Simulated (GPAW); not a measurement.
Input of a GPAW 26.7.0 run:

run.py

```python
import numpy as np
from ase.io import read
from gpaw import PW
from gpaw.dft import DFT
from gpaw.hubbard import aoom

atoms = read('CoO.xyz')
atoms.set_initial_magnetic_moments([1.48, 0.0])

dft = DFT(atoms,
          mode=PW(600),
          xc='PBE',
          kpts={'size': (8, 8, 7), 'gamma': True},
          occupations={'name': 'methfessel-paxton', 'order': 0, 'width': 0.05},
          setups={'Co': ':d,2.0'},
          nbands=19,
          convergence={'density': 1e-05, 'energy': 1e-05},
          symmetry={'point_group': False},
          random=True,
          maxiter=120,
          txt='gpaw.txt')
print(f'Energy: {dft.calculate_energy():.6f} eV')
print('Forces (eV/A):')
print(dft.calculate_forces().round(4))
print('Stress (eV/A^3):', dft.calculate_stress().round(6))
print('Moments:', dft.magmoms()[1][:, 2].round(3))
dft.write_converged()
dft.write_gpw_file('gs.gpw')
for a, l in {0: 2}.items():
    setup = dft.setups[a]
    for s, D_ii in enumerate(dft.density.D_asii[a]):
        n_mm = aoom(D_ii, l, setup.l_j, setup.n_j, setup.N0_q)[0]
        print(f'atom {a} spin {s} trace {n_mm.trace():.4f} eigenvalues', *np.linalg.eigvalsh(n_mm).round(3))
        np.savetxt(f'occupation-{a}-{s}.dat', n_mm, fmt='%8.4f')
```

CoO.xyz

```xyz
2
Lattice="2.8562992300 0.0000000000 0.0000000000 -1.4281496100 2.4736276900 0.0000000000 0.0000000000 0.0000000000 2.7876065300" Properties=species:S:1:pos:R:3 pbc="T T T"
Co     0.0000000000      0.0000000000      0.0000000000
O      1.4281496167      0.8245425633      1.3938032650
```

Potentials or basis: GPAW PAW data sets (gpaw-data 1.2.1), pw.

Run with:

```console
$ OMP_NUM_THREADS=1 python run.py
```

Q: Estimate the pressure.

A: -8.8 GPa.

Q: What does it give for the net moment?

A: 3.00 μB per cell.

Q: Estimate the band gap on the k mesh.

A: None (metal or under the smearing width).

Eigenvalues of the final occupation matrices:
```tsv
site	spin	trace	eigenvalues
atom 1 	1	5.08	1.00 1.01 1.01 1.04 1.04
atom 1 	2	2.18	0.12 0.12 0.49 0.49 0.95
```

Caveat: the cutoff is short for stress and forces, so pressures can be off by a GPa or more; a cell with one magnetic atom can't hold antiferromagnetic order, which such compounds often take. The state reached can hang on the start; a lower one may exist.
